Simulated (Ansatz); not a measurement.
The system is BaTiO3.

```
CELL_PARAMETERS angstrom
2.82737 1.63238 2.31839
-2.82737 1.63238 2.31839
0.00000 -3.26476 2.31839
ATOMIC_POSITIONS crystal
Ba 0.00000 0.00000 0.00000
Ti 0.48450 0.48450 0.48450
O 0.50860 0.01750 0.50860
O 0.01750 0.50860 0.50860
O 0.50860 0.50860 0.01750
```

```yaml
Program: Ansatz 0.2.0
Task: relaxation of cell and atoms
Functional: PBE
Potentials_or_basis: Ansatz PAW
Cutoff: "420 eV (not typed: the program's choice for these potentials)"
k_mesh: 7 × 7 × 7
Occupations: fermi-dirac, width 0.05 eV
Spin: no spin polarisation
Hubbard_terms: Ti d U = 2 eV
```

At the start: volume 12.84 Å³/atom.

Task: Where does the relaxation end?

Result: It ends after 11 steps and the volume is 13.35 Å³/atom (+3.9 %); space group R3m (No. 160, to 0.05 Å).

Step by step:
| step | energy change (eV) | largest force (eV/Å) | volume (Å³) |
| --- | --- | --- | --- |
| 1 | 0.0000 | 0.3471 | 64.20 |
| 2 | -0.0146 | 0.4006 | 66.72 |
| 3 | -0.0319 | 0.0657 | 66.43 |
| 4 | -0.0321 | 0.0474 | 66.42 |
| 5 | -0.0322 | 0.0350 | 66.44 |
| 6 | -0.0322 | 0.0222 | 66.48 |
| 7 | -0.0320 | 0.0007 | 66.56 |
| 8 | -0.0416 | 0.0006 | 66.56 |
| 9 | -0.0411 | 0.0045 | 66.75 |
| 10 | -0.0412 | 0.0002 | 66.73 |
| 11 | -0.0418 | 0.0002 | 66.73 |

Final structure:
```cif
data_structure
_symmetry_space_group_name_H-M 'P 1'
_symmetry_Int_Tables_number 1
_cell_length_a 4.0562
_cell_length_b 4.0562
_cell_length_c 4.0562
_cell_angle_alpha 89.756
_cell_angle_beta 89.756
_cell_angle_gamma 89.756
_cell_volume 66.73
loop_
_atom_site_label
_atom_site_type_symbol
_atom_site_fract_x
_atom_site_fract_y
_atom_site_fract_z
_atom_site_occupancy
Ba1 Ba 0.99553 0.99553 0.99553 1
Ti1 Ti 0.48310 0.48310 0.48310 1
O1 O 0.51039 0.01978 0.51039 1
O2 O 0.01978 0.51039 0.51039 1
O3 O 0.51039 0.51039 0.01978 1
```

Caveat: the plane-wave basis is chosen anew once the cell has moved, so the energies of steps on either side of that aren't comparable; the pressure holds a Pulay correction of +0.5 GPa for the finite cutoff.
